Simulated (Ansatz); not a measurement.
# BP: the band gap up the ladder of functionals

An exercise on one series of results from a longer session: the logs are not shown, and one member is left open.

The runs shown are made with Ansatz 0.2.0. PAW datasets, plane waves. Spin-unpolarised throughout; all numbers are computed.

### The cell

The cell was relaxed beforehand with r2SCAN.

It is cubic, F-43m (No. 216); a = 4.537 Å in the conventional setting, 11.67 Å³ an atom. Around B lie 4 P at 1.96 Å; around P lie 4 B at 1.96 Å.

Coordinates:

```
B P
1.0
     0.00000    2.26832    2.26832
     2.26832    0.00000    2.26832
     2.26832    2.26832    0.00000
B P
1 1
Direct
  0.00000 0.00000 0.00000
  0.25000 0.25000 0.25000
```

Set-up of the first run:

input.yaml reads:

```yaml
crystal:
  lattice:
    - [0.0, 2.2683156724, 2.2683156724]
    - [2.2683156724, 0.0, 2.2683156724]
    - [2.2683156724, 2.2683156724, 0.0]
  atoms:
    - { symbol: B, position: [0.0, 0.0, 0.0] }
    - { symbol: P, position: [0.25, 0.25, 0.25] }
kpoints:
  mp_grid: { grid: [10, 10, 10] }
  band_path:
    path:
      - [[0.0, 0.0, 0.0], [-0.5, -0.5, -5.952758715085e-34], [-0.375, -0.375, 0.25]]
      - [[-0.375, 5.467628619496e-17, 0.375], [0.0, 0.0, 0.0], [9.730479571656e-18, 9.730479571656e-18, 0.5], [-0.5, -0.25, 0.25], [-0.5, -0.5, -5.952758715085e-34]]
    npoints: 10
hamiltonian:
  xc: pbe
scf:
  occupations: { method: fermi_dirac, width: 0.02 }
  n_extra_bands: 4
output:
  forces: true
  stress: true
  eigenvalues: true
```

Command:

```console
> ansatz run input.yaml --threads 4 --pin off --max-ram 7372MiB --backend cpu --events-out ev --progress --plain --runs-dir out
```

Among the steps run: Band structure with PBE; r2SCAN; Single point with HSE06; PBE0; LDA at the same geometry; One-shot GW from PBE; Single point with DDH-PBE0; r2SCAN0 at the same geometry; Single point with Hartree-Fock.

One of the session's tables, all rows but one given; the rest of the session is left out.

| level | gap (eV) |
| --- | --- |
| PBE | 1.24 |
| r2SCAN | 1.41 |
| HSE06 | 1.96 |
| PBE0 | 2.66 |
| LDA | ? |
| G0W0@PBE (69 empty bands) | 1.85 |
| G0W0@PBE (172 empty bands) | 1.95 |
| DDH-PBE0 | 1.85 |
| r2SCAN0 | 2.74 |
| Hartree-Fock | 7.86 |

Estimate the missing values for LDA.

The run gave: gap (eV): 1.18. In the column «gap (eV)» it is the lowest.

Meshes: PBE 10×10×10, r2SCAN 10×10×10, HSE06 6×6×6, PBE0 6×6×6, LDA 10×10×10, DDH-PBE0 6×6×6, r2SCAN0 6×6×6, Hartree-Fock 6×6×6

The gap runs from 1.18 eV (LDA) to 7.86 eV (Hartree-Fock). Against G0W0@PBE, PBE is short by 0.71 eV, at 64 % of it, and r2SCAN 72 %. PBE0 lies 0.70 eV above HSE06, which differs from it by screening the long-range exchange. Hartree-Fock lies above G0W0@PBE by 5.9 eV. G0W0 values are finite-basis, finite-mesh values.

Caveats from the session: Warnings in the runs' records: stress scf threshold loose, stress exchange threshold loose.
